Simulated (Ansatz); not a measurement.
Base system: Ti3SiC2 (space group P6_3/mmc, No. 194; a = 3.0673 Å, c = 17.6756 Å). Axes: x lies along a and z along c of the hexagonal cell.

Calculations: r2SCAN, PAW, 500 eV (Ansatz, a first-principles code; no SOC).

Base values:

```
Property   Result
--------  -------
Pressure  0.0 GPa
```

Perturbation: strain tensor (xx, yy, zz, yz, xz, xy) = (−0.56, −2.02, −0.30, −0.53, +0.58, −0.40) %; the atoms relax in the strained cell.

Task: What does the calculation give for the largest internal atomic displacement after the change?

Result: The largest internal atomic displacement amounts to 0.018 Å.

Task: What does the calculation give for the energy relative to the base after the change?

Result: The energy grows by 10 meV/atom.

Task: Predict the new pressure.

Result: The pressure (mean of the normal stresses, compression positive) goes from zero to 6.0 GPa.

Without a gap, meshes like the base's 14×14×3 leave anisotropic stresses uncertain by several tenths of a GPa, and small strain energies with them. Stability against distortions was not tested. The final runs are not spin-polarised.
